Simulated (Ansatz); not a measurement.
**LiCl (Fm-3m), clamped-ion strain scan**

These are results of DFT PBEsol, scalar-relativistic, plane waves, PAW in Ansatz, not measurements. Cutoff 420 eV, Γ-centred 8×8×8 k-points, Gaussian smearing of 0.05 eV. No spin polarisation. Energies are free energies at this smearing, counted from the undisturbed cell; pressure is positive in compression.

The undisturbed cell (as given, not relaxed at this level; it stands at -1.2 GPa):

```xyz
2
Lattice="0.0000 2.5648 2.5648 2.5648 0.0000 2.5648 2.5648 2.5648 0.0000" Properties=species:S:1:pos:R:3 pbc="T T T"
Li    0.0000    0.0000    0.0000
Cl    2.5648    2.5648    2.5648
```

The cell is strained by ε times the Voigt pattern (1, 1, 0, 0, 0, 0) (xx, yy, zz, yz, xz, xy; engineering shear) with fractional coordinates fixed.

```csv
ε,ΔE (meV/atom),"stress summed along the pattern (GPa, tension positive)",pressure (GPa),gap on the mesh (eV)
-0.0400,3.7,?,1.8,?
-0.0300,-0.2,-2.75,0.9,6.43
-0.0200,-2.0,?,0.1,?
-0.0100,-1.8,0.97,-0.6,6.22
0.0000,0.0,2.48,-1.2,6.13
0.0100,3.3,3.78,-1.8,6.01
0.0200,8.0,4.91,-2.3,5.89
0.0300,?,5.87,?,5.78
0.0350,17.1,6.30,-2.9,5.73
0.0400,20.7,6.69,-3.1,5.68
```

Task: Give the withheld values.

Result: stress summed along the pattern (GPa, tension positive) at ε = -0.0400: -5.01; gap on the mesh (eV) at ε = -0.0400: 6.54; stress summed along the pattern (GPa, tension positive) at ε = -0.0200: -0.76; gap on the mesh (eV) at ε = -0.0200: 6.33; ΔE (meV/atom) at ε = 0.0300: 13.8; pressure (GPa) at ε = 0.0300: -2.7.